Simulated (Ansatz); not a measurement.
## GaP

```
Ga P
1.0
     0.00000    2.72525    2.72525
     2.72525    0.00000    2.72525
     2.72525    2.72525    0.00000
Ga P
1 1
Direct
  0.00000 0.00000 0.00000
  0.75000 0.75000 0.75000
```

Atom numbers follow the list: Ga1, P2.

The cell comes from COD entry 9008846, which wasn't checked; take it as a given geometry.

Methods: DFT, LDA, all-electron LAPW, scalar-relativistic (Ansatz 0.2.0); DFT, LDA, PAW with Ansatz's default frozen-core files, scalar-relativistic (Ansatz 0.2.0).

For LAPW: a Γ-centred 10×10×10 k mesh, Fermi–Dirac smearing of 0.05 eV, basis error target 0.5 meV/atom, no spin polarisation. PAW takes a cutoff of 420 eV at this cell (files made with PBE, cores remade for this functional). The Ansatz runs share mesh, smearing and spin set-up. Values come from LAPW unless marked.

| Property | Result |
| --- | --- |
| Pressure at this cell | -27.3 kbar |
| Volume per atom | 136.6 bohr³ |

Predict this quantity. Band gap.

1.44 eV, indirect from Γ to the line Γ–X (-0.5, -0.5, 0).

Predict this quantity. Smallest direct gap on the path.

1.61 eV.

Give the computed value. Löwdin charges (with 0.05 e of the cell spilling out of the atomic basis, so their sizes and signs hang on that basis).

Ga1 0.06, P2 -0.01 e.

Give the computed value. Bader charges (from the PAW run).

Ga1 +0.74, P2 -0.74 e.
